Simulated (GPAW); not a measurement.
# AlN (P6_3mc) in GPAW: equation of state with LDA

Aim: the equation of state of AlN with LDA.

Program: GPAW 26.7.0. These are calculated values, not measurements. Logs are shortened: lines on timing, memory, paths and dates and some standing lists are left out, and cuts for length are marked. The log counts tension as positive stress, the text compression.

### Step 1. Starting point

The structure is hexagonal, space group P6_3mc (No. 186). The conventional cell has a = 3.113 Å, b = 3.113 Å, c = 4.981 Å, α = 90.00°, β = 90.00°, γ = 120.00°. Around Al (site symmetry 3m) lie 4 N at 1.89 Å. N (site symmetry 3m) has 4 Al at 1.89 Å as nearest neighbours.

### Step 2. Equation of state, LDA

run.py reads:

```python
from ase.eos import EquationOfState
from ase.io import Trajectory
from ase.spacegroup import crystal
from ase.units import GPa
from gpaw import GPAW, PW, setup_paths

setup_paths.insert(0, '.')

# Al 2b
# N 2b
atoms = crystal(['Al', 'N'],
                basis=[[0.6666666667, 0.3333333333, 0.5],
                       [0.6666666667, 0.3333333333, 0.88]],
                spacegroup=186, setting=1,  # P6_3mc
                cellpar=[3.113, 3.113, 4.981, 90.0, 90.0, 120.0],
                primitive_cell=True)

traj = Trajectory('eos.traj', 'w')
volumes, energies = [], []
for x in [0.94, 0.96, 0.98, 1.0, 1.02, 1.04, 1.06]:
    a = atoms.copy()
    a.set_cell(atoms.cell * x**(1 / 3), scale_atoms=True)
    calc = GPAW(mode=PW(800),
                xc='LDA',
                kpts={'size': (7, 7, 4), 'gamma': True},
                occupations={'name': 'fermi-dirac', 'width': 0.05},
                nbands=18,
                convergence={'density': 1e-05, 'energy': 1e-05},
                maxiter=150,
                txt=f'eos-{x:.2f}.txt')
    a.calc = calc
    energies.append(a.get_potential_energy(force_consistent=True))
    volumes.append(a.get_volume())
    p = -a.get_stress()[:3].mean() / GPa
    calc.write(f'eos-{x:.2f}.gpw')
    traj.write(a)
    print(f'{x:.2f} {volumes[-1]:10.4f} A^3 {energies[-1]:14.6f} eV {p:9.3f} GPa', flush=True)

v0, e0, B = EquationOfState(volumes, energies, eos='birchmurnaghan').fit()
print(f'V0 = {v0:.4f} A^3, E0 = {e0:.6f} eV, B0 = {B / GPa:.2f} GPa')
```

Potentials or basis: PAW data sets generated in the run's folder for this functional, pw.

Launch:

```bash
gpaw-setup -f LDA Al N
OMP_NUM_THREADS=1 python run.py
```

The program printed:

```text
__  _  _
 | _ |_)|_||  |
 |__||  | ||/\| - 26.7.0

Input parameters:
  mode=PW(ecut=800.0),
  convergence={'density': 1e-05, 'energy': 1e-05},
  kpts=MonkhorstPack(size=(7, 7, 4), gamma=True),
  maxiter=150,
  nbands=18,
  occupations=Occupations(name='fermi-dirac', width=0.05),
  xc=XC(name='LDA')

Diagonalizing LCAO Hamiltonian
Converting LCAO to pw mode

           N

           Al
        N

        Al

Atoms  # Å, Bohr magnetons
|   | symbol |         x |        y |        z |    initial magnetic moments |
|---|--------|-----------|----------|----------|-----------------------------|
| 0 |     Al |  1.524726 | 0.880301 | 2.439659 | ( 0.0000,  0.0000,  0.0000) |
| 1 |     Al | -0.000000 | 1.760602 | 0.000000 | ( 0.0000,  0.0000,  0.0000) |
| 2 |      N |  1.524726 | 0.880301 | 4.293800 | ( 0.0000,  0.0000,  0.0000) |
| 3 |      N | -0.000000 | 1.760602 | 1.854141 | ( 0.0000,  0.0000,  0.0000) |

Unit cell  # Å
| periodic |         x |        y |        z |  lengths |     angles |
|----------|-----------|----------|----------|----------|------------|
|      yes |  3.049452 | 0.000000 | 0.000000 | 3.049452 |  90.000000 |
|      yes | -1.524726 | 2.640903 | 0.000000 | 3.049452 |  90.000000 |
|      yes |  0.000000 | 0.000000 | 4.879318 | 4.879318 | 120.000000 |

Number of symmetries: 6
Symmetry operations  # r_c * U_cc + t_c -> r_c
|   | kind |            matrix            |
|---|------|------------------------------|
| 0 |  σ   |  1, 1, 0,  0,-1, 0,  0, 0, 1 |
| 1 |  E   |  1, 0, 0,  0, 1, 0,  0, 0, 1 |
| 2 |  C3  |  0, 1, 0, -1,-1, 0,  0, 0, 1 |
| 3 |  σ   |  0,-1, 0, -1, 0, 0,  0, 0, 1 |
| 4 |  σ   | -1, 0, 0,  1, 1, 0,  0, 0, 1 |
| 5 |  C3  | -1,-1, 0,  1, 0, 0,  0, 0, 1 |

BZ-sampling:
  Number of BZ points: 196
  Number of IBZ points: 28

  Monkhorst-Pack size: [7, 7, 4]
  Monkhorst-Pack shift: [0.0, 0.0, 0.125]

K-points  # in reciprocal-cell coordinates
|     |                                coordinates |     weight |
|-----|--------------------------------------------|------------|
|   0 | (  0.00000000,   0.00000000,   0.00000000) | 0.00510204 |
|   1 | (  0.00000000,   0.00000000,   0.25000000) | 0.01020408 |
|   2 | (  0.00000000,   0.00000000,   0.50000000) | 0.00510204 |
|   3 | (  0.14285714,   0.00000000,  -0.25000000) | 0.03061224 |
|   4 | (  0.14285714,   0.00000000,   0.00000000) | 0.03061224 |
|   5 | (  0.14285714,   0.00000000,   0.25000000) | 0.03061224 |
|   6 | (  0.14285714,   0.00000000,   0.50000000) | 0.03061224 |
|   7 | (  0.28571429,  -0.14285714,   0.00000000) | 0.03061224 |
|   8 | (  0.28571429,  -0.14285714,   0.25000000) | 0.06122449 |
|   9 | (  0.28571429,  -0.14285714,   0.50000000) | 0.03061224 |
| ... |                                            |            |
|  27 | (  0.42857143,   0.42857143,   0.50000000) | 0.03061224 |

Plane wave coefficients: 2028
Cutoff: 800.0 eV

Spin-components: 1 (collinear spins)
Bands:           18
Projectors:      20
Spin-degeneracy: 2
Datatype:        complex128

Parallelization:
  kpt:    1
  domain: 1
  band:   1

Density:
  Valence electrons: 16.0
  Components: 1
  Grid points: [20 20 32]
  Charge: 0.0  # |e|

Potential:
  Grid points: [20 20 32]

species:
  Al:
    name:    Aluminium
    Z:       13.0
    valence: 3
    core:    10
    charge:  0.0  # [|e|]
    compensation charges:
      type: gauss
      rc: 0.34  # [Å]
      lmax: 2
    cutoffs:
      filter: 1.91  # [Å]
      core: 2.36  # [Å]
    projectors
    | kind |    occ | energy [eV] | rcut [Å] |
    |------|--------|-------------|----------|
    |   3s |  2.000 |      -7.829 |    1.085 |
    |   3p |  1.000 |      -2.783 |    1.085 |
    |    s |        |      19.382 |    1.085 |
    |    p |        |      24.428 |    1.085 |
    |    d |        |       0.000 |    1.085 |

    Using partial waves for Al as LCAO basis

  N:
    name:    Nitrogen
    Z:       7.0
    valence: 5
    core:    2
    charge:  0.0  # [|e|]
    compensation charges:
      type: gauss
      rc: 0.18  # [Å]
      lmax: 2
    cutoffs:
      filter: 1.11  # [Å]
      core: 0.96  # [Å]
    projectors
    | kind |    occ | energy [eV] | rcut [Å] |
    |------|--------|-------------|----------|
    |   2s |  2.000 |     -18.420 |    0.603 |
    |   2p |  3.000 |      -7.237 |    0.529 |
    |    s |        |       8.791 |    0.603 |
    |    p |        |      19.974 |    0.529 |
    |    d |        |       0.000 |    0.577 |

    Using partial waves for N as LCAO basis

Reference energy: -16098.591515  # eV

eigensolver:
  PPCG
  Converge bands: occupied
  niter=2

density mixing:
  MSR1-Mixer
  Pratt-step length: 0.05
  Maximum mixing coefficient: 0.75
  Old densities: 10
  SVD Regularization: 0.005
  Good broyden scale: 1.0
  Trust region scale: 1.0
  Backstep threshold: 4.0
  History deletion threshold: 6.0
  Fourier metric: weight=20.0, sigma=0.015

occupation numbers:
  Fermi-Dirac:
    width: 0.0500  # eV

poisson solver:
  ecut: 6400.0  # eV

xc functional:
  name: None

convergence criteria:
- Maximum integral of absolute [dens]ity change: 1e-05 electrons / valence electron
- Maximum [total energy] change in last 3 cyles: 1e-05 eV / valence electron
- Maximum integral of absolute [eigenst]ate change: 4e-08 eV^2 / valence electron
maximum number of iterations: 150

SCF iterations
|iter     | |      energy | eigst |  dens |
|---------|-|-------------|-------|-------|
|iter:   1| |  -37.308117 | -0.23 |       |
|iter:   2| |  -36.199172 | -2.03 | -0.55 |
|iter:   3| |  -32.829706 | -0.76 | -0.60 |
|iter:   4| |  -32.808844 | -2.86 | -1.26 |
|iter:   5| |  -32.806422 | -3.49 | -1.58 |
|iter:   6| |  -32.806477 | -5.94 | -2.74 |
|iter:   7| |  -32.806486c| -6.56 | -3.16 |
|iter:   8| |  -32.806486c| -7.87c| -4.29 |
|iter:   9| |  -32.806486c| -7.56c| -4.59 |
|iter:  10| |  -32.806486c| -8.56c| -5.12c|

Converged in 10 steps
Energy contributions relative to reference atoms: (reference = -16098.591515)

Energy contributions:
  Kinetic:          48.106617
  Coulomb:         -40.739378
  Zero:              0.150979
  External:          0.000000
  Xc:              -40.324705
  Entropy:          -0.000000
  Spinorbit:         0.000000
  ----------------------------
  Free energy:     -32.806486
  Extrapolated:    -32.806486

dipole moment: (-0.000001, -0.000001, -6.631793)  # |e|*Ang

Fermi level: 7.365
Eigenvalues  # (at kpt = [0.000, 0.000, 0.000])
| band index |      eig [eV] | occ [0-2] |
|------------|---------------|-----------|
|          0 |        -8.940 |     2.000 |
|          1 |        -6.515 |     2.000 |
|          2 |         0.137 |     2.000 |
|          3 |         5.587 |     2.000 |
|          4 |         5.587 |     2.000 |
|          5 |         6.259 |     2.000 |
|          6 |         6.259 |     2.000 |
|          7 |         6.451 |     2.000 |
|          8 |        11.293 |     0.000 |
|          9 |        13.567 |     0.000 |
|         10 |        17.467 |     0.000 |
|         11 |        17.880 |     0.000 |
|         12 |        17.880 |     0.000 |
|         13 |        20.024 |     0.000 |
|         14 |        20.024 |     0.000 |
|         15 |        20.031 |     0.000 |
|        ... |               |           |
|         17 |        21.584 |     0.000 |

Gap: 4.841 eV
Transition (v -> c):
  (s=0, k=0, n=7, [0.00, 0.00, 0.00]) -> (s=0, k=0, n=8, [0.00, 0.00, 0.00])
No difference between direct/indirect transitions

Stress tensor  # eV/Ang^3
|         x |         y |         z |
|-----------|-----------|-----------|
| -0.059959 |  0.000000 | -0.000000 |
|  0.000000 | -0.059959 |  0.000000 |
| -0.000000 |  0.000000 | -0.068110 |

# Writing to eos-0.94.gpw (mode='')
```

stdout:

```text
0.94    39.2946 A^3     -32.806486 eV    10.042 GPa
0.96    40.1307 A^3     -32.849226 eV     4.906 GPa
0.98    40.9667 A^3     -32.866216 eV     0.262 GPa
1.00    41.8028 A^3     -32.860261 eV    -3.933 GPa
1.02    42.6389 A^3     -32.833511 eV    -7.722 GPa
1.04    43.4749 A^3     -32.787369 eV   -11.158 GPa
1.06    44.3110 A^3     -32.724653 eV   -14.252 GPa
V0 = 41.1553 A^3, E0 = -32.866870 eV, B0 = 213.02 GPa
```

Run time: 91 s. Hardware: 1 thread of INTEL XEON PLATINUM 8581C at 2.30GHz (Emerald Rapids), shared host; peak memory 0.31 GiB.

What came out:

```
Equilibrium volume                        : 10.29 Å³/atom
Bulk modulus at fixed shape and positions : 213 GPa
Pressure derivative of the bulk modulus   : 4.0
```

Energy against volume, from the lowest point:
```
volume (Å³/atom)  energy (meV/atom)
           9.824              14.93
          10.033               4.25
          10.242               0.00
          10.451               1.49
          10.660               8.18
          10.869              19.71
          11.078              35.39
```

Caveat: the cell was scaled at fixed shape and fractional positions, which overstates the stiffness of a crystal with free parameters, most of all of layers and chains.
